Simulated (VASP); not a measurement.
Here is a VASP 6.6.1 calculation.

Contents of INCAR:

```
PREC = Accurate ; ENCUT = 520
EDIFF = 1E-7 ; ISMEAR = 0
SIGMA = 0.1 ; LREAL = False
LASPH = True ; NELM = 120
ALGO = Normal ; ISIF = 3
LWAVE = False ; LCHARG = False
ISPIN = 2 ; MAGMOM = 0 3
LORBIT = 11 ; LMAXMIX = 4
GGA = PE ; IBRION = 2
NSW = 60 ; EDIFFG = -0.005
POTIM = 0.3
```

The input KPOINTS:

```
Automatic mesh
0
Gamma
  15 15 15
```

Contents of POSCAR:

```
AlFe                                    
1.0
    2.8743481029      0.0000000000      0.0000000000
   -0.0000000000      2.8743481029     -0.0000000000
   -0.0000000000     -0.0000000000      2.8743481029
  Al              Fe            
     1     1
Direct
     0.0000000000000000    0.0000000000000000    0.0000000000000000
     0.5000000000000000    0.5000000000000000    0.5000000000000000
```

Potentials or basis: VASP PAW PBE potentials, release 64 (Al, Fe).

Run with:

```sh
$ cat potpaw_PBE.64/Al/POTCAR potpaw_PBE.64/Fe/POTCAR > POTCAR
$ mpirun -np 1 vasp_std > vasp.out
```

(1) What does it give for the band gap on the k mesh?

(2) What does it give for the site moments?

(3) Predict the net moment.

Results:

(1) none (metal or under the smearing width).

(2) Al -0.02; Fe +0.75 μB.

(3) 0.71 μB per cell.

Caveat: the relaxation stopped at its first step, so nothing moved.
